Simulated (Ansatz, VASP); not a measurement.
# ZrC: VASP beside Ansatz, part 2 of 2

Wanted: the spread between two codes on one cell, functional and k mesh. The cell is generated by rule, not measured, and may not be a known phase. Of the first pair: The two relaxations start from unlike cells of this crystal (the structure described is Ansatz's start), so only their ends are compared.

VASP 6.6.1 and Ansatz 0.2.0.

So far: Starting point; VASP: relaxation of cell and atoms, PBE, pair 1; Ansatz: relaxation of cell and atoms, PBE, pair 1; Side by side.

### 5. VASP: relaxation of cell and atoms, PBE, pair 2

Level of this step: PBE; plane waves and PAW (Zr_sv, C); invented cell (VASP).

The relaxed volume is the usual yardstick between codes: in a stiff, nearly cubic crystal its relative difference is about their pressure difference at one cell divided by the bulk modulus. Its start cell is another than that of the pair before, and may be another structure of the material.

Input file INCAR:

```
SYSTEM = ZrC
PREC = Accurate
ENCUT = 600
EDIFF = 1E-07
NELM = 120
ISMEAR = 0
SIGMA = 0.01
LREAL = .FALSE.
ALGO = Normal
GGA = PE
NBANDS = 14
LASPH = .TRUE.
LORBIT = 11
LWAVE = .FALSE.
LCHARG = .FALSE.
ISIF = 3
IBRION = 2
NSW = 80
EDIFFG = -0.005
GGA_COMPAT = .FALSE.
NELMIN = 4
EFERMI = MIDGAP
```

Input file POSCAR:

```
ZrC
1.0
    0.0000000000      2.5452400000      2.5452400000
    2.5452400000      0.0000000000      2.5452400000
    2.5452400000      2.5452400000      0.0000000000
Zr C
1 1
Direct
    0.0000000000      0.0000000000      0.0000000000
    0.2500000000      0.2500000000      0.2500000000
```

Input file KPOINTS:

```
Automatic mesh
0
Gamma
12 12 12
0 0 0
```

The projector-augmented-wave data sets are Zr_sv and C (PBE family, release 64).

The run is started by

```bash
$ mpirun -np 1 vasp_std
```

Numbers of over 12 decimals in the logs are rounded to 6 here.

The log of the run:

```text
[... set-up lines as in an earlier step ...]
 entering main loop
       N       E                     dE             d eps       ncg     rms          rms(c)
DAV:   1     0.119199645219E+03    0.11920E+03   -0.92695E+03  2016   0.125E+03
DAV:   2    -0.163857946795E+02   -0.13559E+03   -0.12551E+03  2514   0.305E+02
DAV:   3    -0.226551057793E+02   -0.62693E+01   -0.62024E+01  3080   0.589E+01
DAV:   4    -0.228681112113E+02   -0.21301E+00   -0.21291E+00  2540   0.987E+00
[...]
DAV:  12    -0.182312207696E+02    0.38470E-05   -0.59421E-06  2684   0.218E-02    0.349E-03
DAV:  13    -0.182312204213E+02    0.34830E-06   -0.42286E-07  2540   0.536E-03    0.180E-03
DAV:  14    -0.182312204709E+02   -0.49540E-07   -0.29668E-08  1140   0.189E-03
   1 F= -.18231220E+02 E0= -.18231220E+02  d E =-.182312E+02
[...]
N       E                     dE             d eps       ncg     rms          rms(c)
DAV:   1    -0.182313542074E+02   -0.13379E-03   -0.40664E-03  2442   0.645E-01    0.136E-01
[...]
DAV:   7    -0.182312187359E+02    0.10901E-06   -0.23632E-08  1142   0.176E-03    0.116E-04
DAV:   8    -0.182312187121E+02    0.23860E-07   -0.27190E-09  1044   0.619E-04
   2 F= -.18231219E+02 E0= -.18231219E+02  d E =0.175881E-05
 trial-energy change:    0.000002  1 .order    0.000001   -0.000017    0.000020
 step:   0.4632(harm=  0.4632)  dis= 0.00000  next Energy=   -18.231225 (dE=-0.404E-05)
[...]
N       E                     dE             d eps       ncg     rms          rms(c)
DAV:   1    -0.182312628475E+02   -0.44112E-04   -0.11713E-03  2430   0.346E-01    0.732E-02
DAV:   2    -0.182312269967E+02    0.35851E-04   -0.81500E-05  2334   0.101E-01    0.206E-02
DAV:   3    -0.182312206854E+02    0.63112E-05   -0.38201E-05  3114   0.430E-02    0.915E-03
DAV:   4    -0.182312221601E+02   -0.14747E-05   -0.91014E-07  3168   0.688E-03    0.621E-03
DAV:   5    -0.182312236057E+02   -0.14456E-05   -0.52242E-07  3306   0.395E-03    0.196E-03
DAV:   6    -0.182312243109E+02   -0.70519E-06   -0.34576E-07  3040   0.347E-03    0.526E-04
DAV:   7    -0.182312243589E+02   -0.47957E-07   -0.13591E-08  1026   0.123E-03
   3 F= -.18231224E+02 E0= -.18231224E+02  d E =-.388799E-05
[...]
reached required accuracy - stopping structural energy minimisation
```

From OUTCAR (step 5):

```text
  Total        0.0000881      0.0000881      0.0000881      0.0000000      0.0000000     -0.0000000
  in kB        0.0042803      0.0042803      0.0042803      0.0000000      0.0000000     -0.0000000
  external PRESSURE =       0.0042803 kB  Pullay stress =       0.0000000 kB

 POSITION                                       TOTAL-FORCE (eV/Angst)
 -----------------------------------------------------------------------------------
      0.00000      0.00000      0.00000         0.000000      0.000000      0.000000
      1.27284      1.27284      1.27284        -0.000000     -0.000000     -0.000000
 -----------------------------------------------------------------------------------
    total drift:                                0.000000      0.000000      0.000000

  FREE ENERGIE OF THE ION-ELECTRON SYSTEM (eV)
  ---------------------------------------------------
  free  energy   TOTEN  =       -18.2312243589 eV

  energy  without entropy=      -18.2312243589  energy(sigma->0) =      -18.23122436

[... 1 part as in an earlier step ...]

[... 3 further parts left out ...]
[key lines of the parts left out:]
E-fermi :   6.8032
```

### 6. Ansatz: relaxation of cell and atoms, PBE, pair 2

The same cell, functional and mesh now go to Ansatz, which takes its cutoff from its data sets.

The cell is taken from a series of runs on this material, whose earlier steps may have relaxed, scaled, displaced or heated it; both programs get it as it stands.

Input file input.yaml:

```yaml
crystal:
  lattice:
    - [0.0, 2.5452401236, 2.5452401236]
    - [2.5452401236, 0.0, 2.5452401236]
    - [2.5452401236, 2.5452401236, 0.0]
  atoms:
    - { symbol: Zr, position: [0.0, 0.0, 0.0] }
    - { symbol: C, position: [0.25, 0.25, 0.25] }
kpoints:
  mp_grid: { grid: [12, 12, 12] }
hamiltonian:
  xc: pbe
scf:
  occupations: { method: fixed }
output:
  forces: true
  stress: true
  eigenvalues: true
relax:
  adjacent_minimum: "off"
  f_tol: 0.001
  max_steps: 60
  cell: { stress_tol: 0.01 }
```

The run is started by

```bash
$ ansatz run input.yaml --threads 4 --pin off --max-ram 7168MiB --backend cpu --events-out ev --progress --plain --runs-dir out
```

The log of the run:

```text
[...]
Crystal: 2 atoms, lattice volume = 32.977 Å³
Basis set: ecut = 420 eV, 645 PW (Γ), exchange–correlation on 50×50×50 points (8 copies of the dense FFT grid, shifted against one another)
Bands: 12, of which v1, the nominal top of the filled ones, is band 8 counted from 1 (7 counted from 0)
Symmetry: 24 space group operations
[...]
k-points: 72 of 1728 (time reversal used)
[...]
k-point 71: bands = [... 4 lower, 2.5444, 8.0880, 9.3527, 10.6468, 11.2154, 13.7249, 15.2673, 16.4733]
--- Relaxed structure (1 steps of the walk, 1 accepted, 1 SCFs on fresh bases) ---
[...]
cell:  # Å, volume = 32.9774 Å³
    - [0.0, 2.5452401236, 2.5452401236]
    - [2.5452401236, 0.0, 2.5452401236]
    - [2.5452401236, 2.5452401236, 0.0]
  atoms:
    - { symbol: Zr, position: [0.0, 0.0, 0.0] }
    - { symbol: C, position: [0.250000, 0.250000, 0.250000] }
[key lines of the parts left out:]
SCF converged after 6 iterations
Free energy (F): -4435.260026 eV
Fermi energy:    10.706592 eV
P = ⅓ Tr σ = 0.0073 GPa (0.073 kbar)
```

### 7. Differences

What differs besides the data sets and the points named for the pairs above, as far as they apply: fixed occupations in Ansatz, narrow Gaussian smearing in VASP. Total energies have different zeros and are not compared.

Compared:

| quantity | Ansatz | VASP | difference |
| --- | --- | --- | --- |
| volume (Å³) | 32.98 | 32.99 | -0.05 % |
| edge a after relaxation, in the typed setting (Å) | 3.599 | 3.600 | -0.02 % |

### 8. Ansatz: relaxation of cell and atoms, PBE, pair 3

The relaxed volume is the usual yardstick between codes: in a stiff, nearly cubic crystal its relative difference is about their pressure difference at one cell divided by the bulk modulus.

The cell is taken from a series of runs on this material, whose earlier steps may have relaxed, scaled, displaced or heated it; both programs get it as it stands.

Input file input.yaml:

```yaml
crystal:
  lattice:
    - [0.0, 2.5427802343, 2.5427802343]
    - [2.5427802343, 0.0, 2.5427802343]
    - [2.5427802343, 2.5427802343, 0.0]
  atoms:
    - { symbol: Zr, position: [0.0, 0.0, 0.0] }
    - { symbol: C, position: [0.25, 0.25, 0.25] }
kpoints:
  mp_grid: { grid: [10, 10, 10] }
hamiltonian:
  xc: pbe
scf:
  occupations: { method: gaussian, width: 0.02 }
output:
  forces: true
  stress: true
  eigenvalues: true
relax:
  adjacent_minimum: "off"
  f_tol: 0.005
  max_steps: 80
  cell: { stress_tol: 0.05 }
```

The log of the run:

```text
[...]
Crystal: 2 atoms, lattice volume = 32.882 Å³
Basis set: ecut = 420 eV, 645 PW (Γ), exchange–correlation on 50×50×50 points (8 copies of the dense FFT grid, shifted against one another)
Bands: 12, of which v1, the nominal top of the filled ones, is band 8 counted from 1 (7 counted from 0)
Symmetry: 24 space group operations
[...]
k-points: 47 of 1000 (time reversal used)
[...]
k-point 46: bands = [... 4 lower, 2.5404, 7.9129, 9.5621, 10.6538, 11.2232, 13.7865, 15.2604, 16.4130]
--- Relaxed structure (3 steps of the walk, 3 accepted, 1 SCFs on fresh bases) ---
[...]
cell:  # Å, volume = 32.9774 Å³
    - [0, 2.545240, 2.545240]
    - [2.545240, 0, 2.545240]
    - [2.545240, 2.545240, 0]
  atoms:
    - { symbol: Zr, position: [0, 0, 0] }
    - { symbol: C, position: [0.25, 0.25, 0.25] }
[key lines of the parts left out:]
SCF converged after 8 iterations
Free energy (F): -4435.260310 eV
Fermi energy:    10.948678 eV
P = ⅓ Tr σ = 0.0033 GPa (0.033 kbar)
```

### 9. VASP: relaxation of cell and atoms, PBE, pair 3

The same cell, functional, mesh and smearing now go to VASP, with its own data sets.

INCAR, as its differences from that of step 5:

```diff
@@ -6,3 +6,3 @@
 ISMEAR = 0
-SIGMA = 0.01
+SIGMA = 0.02
 LREAL = .FALSE.
```

Input file POSCAR:

```
ZrC
1.0
    0.0000000000      2.5427800000      2.5427800000
    2.5427800000      0.0000000000      2.5427800000
    2.5427800000      2.5427800000      0.0000000000
Zr C
1 1
Direct
    0.0000000000      0.0000000000      0.0000000000
    0.2500000000      0.2500000000      0.2500000000
```

Input file KPOINTS:

```
Automatic mesh
0
Gamma
10 10 10
0 0 0
```

The run is started by

```bash
$ mpirun -np 1 vasp_std
```

The log of the run:

```text
[... set-up lines as in an earlier step ...]
 entering main loop
       N       E                     dE             d eps       ncg     rms          rms(c)
DAV:   1     0.116243892529E+03    0.11624E+03   -0.92482E+03  1324   0.125E+03
DAV:   2    -0.165913683080E+02   -0.13284E+03   -0.12282E+03  1664   0.302E+02
DAV:   3    -0.226601337686E+02   -0.60688E+01   -0.60101E+01  1966   0.580E+01
DAV:   4    -0.228667418555E+02   -0.20661E+00   -0.20647E+00  1700   0.970E+00
[...]
DAV:  12    -0.182312710185E+02    0.39538E-05   -0.56385E-06  1746   0.215E-02    0.349E-03
DAV:  13    -0.182312706868E+02    0.33176E-06   -0.37547E-07  1616   0.515E-03    0.174E-03
DAV:  14    -0.182312707295E+02   -0.42706E-07   -0.26607E-08   772   0.184E-03
   1 F= -.18231271E+02 E0= -.18231271E+02  d E =-.182313E+02
[...]
N       E                     dE             d eps       ncg     rms          rms(c)
DAV:   1    -0.182370500974E+02   -0.57794E-02   -0.17669E-01  1556   0.426E+00    0.895E-01
[...]
DAV:   9    -0.182312003483E+02   -0.28974E-07   -0.11637E-08   700   0.108E-03
   2 F= -.18231200E+02 E0= -.18231200E+02  d E =0.703812E-04
 trial-energy change:    0.000070  1 .order    0.000066   -0.000761    0.000893
 step:   0.4562(harm=  0.4600)  dis= 0.00000  next Energy=   -18.231444 (dE=-0.173E-03)
[...]
N       E                     dE             d eps       ncg     rms          rms(c)
DAV:   1    -0.182331849688E+02   -0.19846E-02   -0.52432E-02  1580   0.231E+00    0.489E-01
DAV:   2    -0.182316228337E+02    0.15621E-02   -0.36095E-03  1514   0.671E-01    0.137E-01
DAV:   3    -0.182313504914E+02    0.27234E-03   -0.17372E-03  2000   0.289E-01    0.624E-02
DAV:   4    -0.182313947468E+02   -0.44255E-04   -0.39481E-05  1998   0.460E-02    0.416E-02
DAV:   5    -0.182314316165E+02   -0.36870E-04   -0.25510E-05  2164   0.271E-02    0.128E-02
DAV:   6    -0.182314433450E+02   -0.11729E-04   -0.15327E-05  2200   0.229E-02    0.390E-03
DAV:   7    -0.182314438191E+02   -0.47403E-06   -0.34747E-07  1352   0.646E-03    0.432E-04
DAV:   8    -0.182314438852E+02   -0.66108E-07   -0.71987E-09   772   0.869E-04
   3 F= -.18231444E+02 E0= -.18231444E+02  d E =-.173156E-03
[...]
reached required accuracy - stopping structural energy minimisation
```

Parts of OUTCAR (step 9):

```text
  Total        0.0005030      0.0005030      0.0005030     -0.0000000      0.0000000     -0.0000000
  in kB        0.0244266      0.0244266      0.0244266     -0.0000000      0.0000000     -0.0000000
  external PRESSURE =       0.0244266 kB  Pullay stress =       0.0000000 kB

 POSITION                                       TOTAL-FORCE (eV/Angst)
 -----------------------------------------------------------------------------------
      0.00000      0.00000      0.00000         0.000000      0.000000      0.000000
      1.27282      1.27282      1.27282        -0.000000     -0.000000     -0.000000
 -----------------------------------------------------------------------------------
    total drift:                                0.000000      0.000000      0.000000

  FREE ENERGIE OF THE ION-ELECTRON SYSTEM (eV)
  ---------------------------------------------------
  free  energy   TOTEN  =       -18.2314438852 eV

  energy  without entropy=      -18.2314438852  energy(sigma->0) =      -18.23144389

[... 1 part as in an earlier step ...]

[... 3 further parts left out ...]
[key lines of the parts left out:]
E-fermi :   6.8009
```

### 10. Side by side

Compared:

| quantity | Ansatz | VASP | difference |
| --- | --- | --- | --- |
| volume (Å³) | 32.98 | 32.99 | -0.05 % |
| edge a after relaxation, in the typed setting (Å) | 3.599 | 3.600 | -0.02 % |

### 11. What came out

* difference in volume (relaxation of cell and atoms, PBE, pair 1): -0.30 %
* difference in volume (relaxation of cell and atoms, PBE, pair 2): -0.052 %
* difference in volume (relaxation of cell and atoms, PBE, pair 3): -0.048 %

What this shows: The difference in volume is -0.30 % (relaxation of cell and atoms, PBE, pair 1), within the 1.2 % picked in this series as the mark of a large difference, as far as the stopping tolerances let one tell. How closely two codes agree says nothing of how well the functional describes the real material.

[Lines on the potential files, build, host, timing and source positions are cut from VASP's logs without a mark.]

[Logs are printed without paths, hosts, clocks, repeated set-up lines and the standing remarks that a program may print on its own settings, such as how far it seeks lower states.]

[Hosts, paths, dates, database ids (printed as entryN), source tags and the programs' standing remarks are cut or masked in the printed files.]
